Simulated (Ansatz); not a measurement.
Structure types of Sr compared at 8.2 GPa

Structure types of Sr are relaxed in primitive cells with their symmetry kept at 8.2 GPa, on PAW files; LAPW relaxes the small cells further and takes the PAW cell for the others (marked *). The enthalpy is E + pV at zero temperature, without zero-point motion. Only the types listed were tried, and differences under about 5 meV/atom are mesh noise. The real phase may be another.

Computed with Ansatz 0.2.0; functional PBE, scalar-relativistic. Settings: Fermi–Dirac smearing of 0.05 eV, no spin polarisation. Methods: LAPW: all electrons, basis error target 0.5 meV/atom; PAW: frozen-core files, cutoff 420 eV.

k meshes: fcc 13×13×13, bcc 13×13×13, hcp 12×12×7, dhcp 10×10×3, omega 6×6×9, beta tin 12×12×12.

Q: Which type is lowest in enthalpy, and by how much?

A: bcc, 28 meV/atom below fcc. The whole table:

| start type | ends as | a, b, c (Å) | V (Å³/atom) | H − H(lowest), LAPW (meV/atom) | same, PAW |
| --- | --- | --- | --- | --- | --- |
| fcc | fcc, Fm-3m | 5.315, 5.315, 5.315 | 37.54 | 28.1 | 28.1 |
| bcc | bcc, Im-3m | 4.197, 4.197, 4.197 | 36.96 | 0.0 | 0.0 |
| hcp | hcp, P6_3/mmc | 3.723, 3.723, 6.187 | 37.13 | 29.2 | 29.2 |
| dhcp* | dhcp, P6_3/mmc | 3.751, 3.751, 12.289 | 37.44 | 30.2 | 30.2 |
| omega | omega, P6/mmm | 6.044, 6.044, 3.534 | 37.26 | 73.9 | 73.9 |
| beta tin | beta tin, I4_1/amd | 6.390, 6.390, 3.453 | 35.25 | 185.6 | 185.7 |

Q: Split the lead of bcc over fcc into energy and pV.

A: For fcc less bcc: ΔE = -1.4 meV/atom, and p·ΔV = 8.2 GPa × +0.5760 Å³ × 6.242 meV/(GPa·Å³) = +29.5 meV/atom, together 28.1 meV/atom. bcc wins by its smaller volume, against the internal energy.
